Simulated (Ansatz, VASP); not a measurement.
This is a calculation of BAs for VASP 6.6.1.

Contents of INCAR:

```
PREC = Accurate
ENCUT = 520
EDIFF = 1E-7
ISMEAR = -1
SIGMA = 0.05
LREAL = False
LASPH = True
NELM = 80
ALGO = Normal
ISIF = 2
LWAVE = False
LCHARG = False
GGA = PE
NBANDS = 11
```

Contents of KPOINTS:

```
regular mesh
0
Gamma
  9 9 9
```

POSCAR

```
BAs
1.0
    2.9538034803      0.0000000000      0.0000000000
    0.0000000000      2.9538034803      0.0000000000
    0.0000000000      0.0000000000      2.9538034803
B As
1 1
Direct
    0.5000000000      0.5000000000      0.5000000000
    0.0000000000      0.0000000000      0.0000000000
```

Potentials or basis: VASP PAW PBE potentials, release 64 (B, As).

The run is started by

```bash
$ cat potpaw_PBE.64/B/POTCAR potpaw_PBE.64/As/POTCAR > POTCAR
$ mpirun -np 1 vasp_std > vasp.out
```

Translate it to Ansatz 0.2.0. Potentials there: Ansatz PAW.

As run (the cutoff follows the program's own potentials):

The input input.yaml:

```yaml
crystal:
  lattice:
    - [2.9538034803, 0.0, 0.0]
    - [0.0, 2.9538034803, 0.0]
    - [0.0, 0.0, 2.9538034803]
  atoms:
    - { symbol: B, position: [0.5, 0.5, 0.5] }
    - { symbol: As, position: [0.0, 0.0, 0.0] }
hamiltonian:
  xc: pbe
  pseudopotentials: { kind: paw }
kpoints:
  mp_grid: { grid: [9, 9, 9] }
scf:
  occupations: { method: fermi_dirac, width: 0.05 }
output:
  forces: true
  stress: true
  eigenvalues: true
```

Potentials or basis: Ansatz PAW.

Command:

```console
$ ansatz run input.yaml --threads 1 --pin off --max-ram 3584MiB --backend cpu --events-out ev --progress --plain --runs-dir out
```

Both were run:

|  | VASP | Ansatz | Ansatz less VASP |
| --- | --- | --- | --- |
| gap on the k mesh at the Fermi level (eV) | none | none | - |
| pressure (GPa) | -1.5 | -1.6 | -0.13 |

A gap of «none» marks a metal or a gap that the smearing closes. The two sets of potentials don't hold the same shells in valence.
